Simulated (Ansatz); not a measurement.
ZnAu:

```xyz
2
Lattice="3.1470 0.0000 0.0000 0.0000 3.1470 0.0000 0.0000 0.0000 3.1470" Properties=species:S:1:pos:R:3 pbc="T T T"
Au    0.0000    0.0000    0.0000
Zn    1.5735    1.5735    1.5735
```

```yaml
Program: Ansatz 0.2.0
Task: single point
Functional: PBEsol
Potentials_or_basis: Ansatz PAW
Cutoff: "420 eV (not typed: the program's choice for these potentials)"
k_mesh: 8 × 8 × 8
Occupations: fermi-dirac, width 0.05 eV
Spin: no spin polarisation
```

On this cell: pressure -2.2 GPa; largest force zero by symmetry; band gap on the k mesh none (metal or under the smearing width).

The same run follows on a disturbed copy (atoms moved at random, drawn with an rms of 0.05 Å):

```
Au Zn
1.0
     3.14700    0.00000    0.00000
     0.00000    3.14700    0.00000
     0.00000    0.00000    3.14700
Au Zn
1 1
Cartesian
  0.0140 -0.0095 -0.0333
  1.5268 1.6221 1.5812
```

**Question.** What changes?

**Answer.** The energy (extrapolated to zero smearing) moves by +7.6 meV/atom; pressure -1.7 GPa; largest force 0.330 eV/Å; band gap on the k mesh none (metal or under the smearing width).

Forces on the atoms (eV/Å):
```
Au  -0.213  0.205  0.146
Zn   0.213 -0.205 -0.146
```

Stress tensor (GPa, compression positive):
```
-1.75 -0.34 -0.24
-0.34 -1.74  0.23
-0.24  0.23 -1.67
```

Caveats: the PAW data sets come from PBE, with cores solved anew for the run's functional, which leaves a small shift of forces and pressure.
